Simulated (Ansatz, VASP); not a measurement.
**One calculation of Sn, two programs**

The input INCAR:

```
SYSTEM = Sn
ALGO = Normal
EDIFF = 1E-6
ENCUT = 520
GGA = RP
ISIF = 2
ISMEAR = -1
LASPH = .TRUE.
LCHARG = .TRUE.
LELF = .TRUE.
LREAL = .FALSE.
LVHAR = .TRUE.
LWAVE = .FALSE.
NBANDS = 13
NELM = 100
PREC = Accurate
SIGMA = 0.05
```

KPOINTS

```
k-points
0
G
  10 10 10
  0 0 0
```

POSCAR

```
Sn
1.0
   -2.0291894110      2.0291894110      1.6607599896
    2.0291894110     -2.0291894110      1.6607599896
    2.0291894110      2.0291894110     -1.6607599896
Sn
1
Direct
    0.0000000000      0.0000000000      0.0000000000
```

input.yaml

```yaml
crystal:
  lattice:
    - [-2.029189411, 2.029189411, 1.6607599896]
    - [2.029189411, -2.029189411, 1.6607599896]
    - [2.029189411, 2.029189411, -1.6607599896]
  atoms:
    - { symbol: Sn, position: [0.0, 0.0, 0.0] }
hamiltonian:
  xc: rpbe
  pseudopotentials: { kind: paw }
kpoints:
  mp_grid: { grid: [10, 10, 10] }
  band_path:
    path:
      - [[0.0, 0.0, 0.0], [0.0, 0.0, 0.5], [-0.5, 0.5, 0.5], [0.0, 0.0, 0.0], [0.4174590337, 0.4174590337, -0.4174590337], [0.25, 0.25, 0.25], [0.0, 0.5, 0.0], [-0.4174590337, 0.5825409663, 0.4174590337], [-0.5, 0.5, 0.5]]
      - [[0.0, 0.0, 0.5], [0.25, 0.25, 0.25]]
    npoints: 14
scf:
  occupations: { method: fermi_dirac, width: 0.05 }
  n_extra_bands: 6
output:
  forces: true
  stress: true
  eigenvalues: true
  fatbands: false
  write_density: true
  write_potential: true
  elf: true
  volumetric_format: npy
```

This isn't the form of Sn at room conditions, which is tetragonal (white tin).

Alike in both runs: functional RPBE; k mesh 10 × 10 × 10; occupations fermi-dirac, width 0.05 eV; no spin polarisation.

```csv
,VASP,Ansatz
version,VASP 6.6.1,Ansatz 0.2.0
potentials or method,"VASP PAW PBE potentials, release 64 (Sn_d)",Ansatz PAW
plane-wave cutoff (eV),520,420
valence electrons in the cell,14,14
task,single point,band structure
```

|  | VASP | Ansatz | Ansatz less VASP |
| --- | --- | --- | --- |
| gap on the k mesh at the Fermi level (eV) | none | none | - |
| pressure (GPa) | 2.3 | 2.3 | -0.02 |
| largest component of the traceless stress (GPa) | 1.01 | 1.01 | +0.002 |

A gap of «none» marks a metal or a gap that the smearing closes. The functional is the same, so the differences come from potentials, cutoffs and numerics.

Caveats: the PAW data sets were made with another functional, which shifts forces and pressure a little (VASP); spin-orbit coupling is left out, which moves the levels of the heavy elements (Ansatz); the PAW data sets come from PBE, with cores solved anew for the run's functional, which leaves a small shift of forces and pressure (Ansatz).
